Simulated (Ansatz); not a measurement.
# Generalised stacking fault in SiC

Method: Ansatz 0.2.0, DFT PBE, scalar-relativistic, plane waves, PAW. Settings: plane waves to 420 eV, k-mesh 9×5×3 (Γ-centred), Gaussian smearing 0.05 eV. No spin polarisation. Energies are free energies at this smearing, counted from the undisturbed cell; pressure is positive in compression.

Zero of the scan (relaxed at this level):

```
Si C
1.0
     1.54588   -2.67755    0.00000
     0.00000    0.00000   -5.07402
     9.27530    5.35510    0.00000
Si C
8 8
Direct
  0.50000 0.99544 0.83333
  0.00000 0.99544 0.08333
  0.50000 0.99544 0.33333
  0.00000 0.99544 0.58333
  0.00000 0.49544 0.91667
  0.50000 0.49544 0.16667
  0.00000 0.49544 0.41667
  0.50000 0.49544 0.66667
  0.50000 0.61956 0.83333
  0.00000 0.61956 0.08333
  0.50000 0.61956 0.33333
  0.00000 0.61956 0.58333
  0.00000 0.11956 0.91667
  0.50000 0.11956 0.16667
  0.00000 0.11956 0.41667
  0.50000 0.11956 0.66667
```

The cut lies on the cell's a–b face, a (1 0 0) plane (indices in the standard cell, whose axes needn't be the Cartesian ones shown) of area 15.69 Å², between layers 1.79 Å apart. Vector c is tilted by f times 1·a + 0·b (length 3.092 Å) with the atoms' Cartesian places fixed: one unrelaxed fault a cell.

| f | γ (mJ/m²) | shear traction, the slope of γ along the slip (GPa) | gap on the mesh (eV) |
| --- | --- | --- | --- |
| 0.0000 | 0 | 0.0 | 2.31 |
| 0.1000 | 307 | 19.7 | 2.11 |
| 0.2000 | 1189 | 36.3 | 1.54 |
| 0.3000 | ? | 42.3 | ? |
| 0.4000 | 3599 | 28.7 | 0.83 |
| 0.5000 | 4062 | 0.0 | 0.81 |

By symmetry 0.6000 repeats 0.4000, 0.8000 repeats 0.2000, 0.7000 repeats 0.3000, 0.9000 repeats 0.1000 in energy; the slope of the energy along the path changes sign there.

**Question.** Give the withheld values.

**Answer.** γ (mJ/m²) at f = 0.3000: 2445; gap on the mesh (eV) at f = 0.3000: 0.91.

Cost: 6 runs of about 2 core-minutes in all, on Intel Xeon 6975P-C (Granite Rapids) (shared hosts).